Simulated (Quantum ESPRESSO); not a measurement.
## CsPbBr3: zone-centre phonons under several settings

```
Pb Cs Br
1.0
     5.87000    0.00000    0.00000
     0.00000    5.87000    0.00000
     0.00000    0.00000    5.87000
Pb Cs Br
1 1 3
Cartesian
  2.9350 2.9350 2.9350
  0.0000 0.0000 0.0000
  2.9350 2.9350 0.0000
  2.9350 0.0000 2.9350
  0.0000 2.9350 2.9350
```

Measurements of this composition are mostly on another form, of space group No. 62.

All runs used Quantum ESPRESSO 7.5; potentials PseudoDojo 0.4.1 SR PBE standard; k mesh 2 × 2 × 2, shifted; no spin polarisation; cutoff 762 eV; occupations smeared at first, fixed for the response.

```tsv
level	geometry	volume (Å³/atom)	pressure (GPa)	lowest optical mode without the field (cm⁻¹)	highest optical mode without the field (cm⁻¹)
PBE	relaxed at 10 GPa	?	10.0	?	?
PBE	relaxed at 25 GPa	26.70	25.0	46	323
PBE	relaxed at 50 GPa	22.71	50.0	16i	414
PBE	relaxed at 80 GPa	20.10	80.0	64i	492
```

Problem. What stands in the row left open?

Solution. Volume 31.77 Å³/atom; lowest optical mode without the field 46 cm⁻¹; highest optical mode without the field 238 cm⁻¹.

Values marked i are imaginary: the cell is unstable against those modes at that level, or the meshes are too thin.

Caveats: the volume moved by over 15 % at a fixed basis, so the end points are rough; the cell is more than 3 GPa from zero pressure, which shifts response properties; some modes are imaginary (some runs).

For the row left open. Caveat: the volume moved by over 15 % at a fixed basis, so the end points are rough; the cell is more than 3 GPa from zero pressure, which shifts response properties.
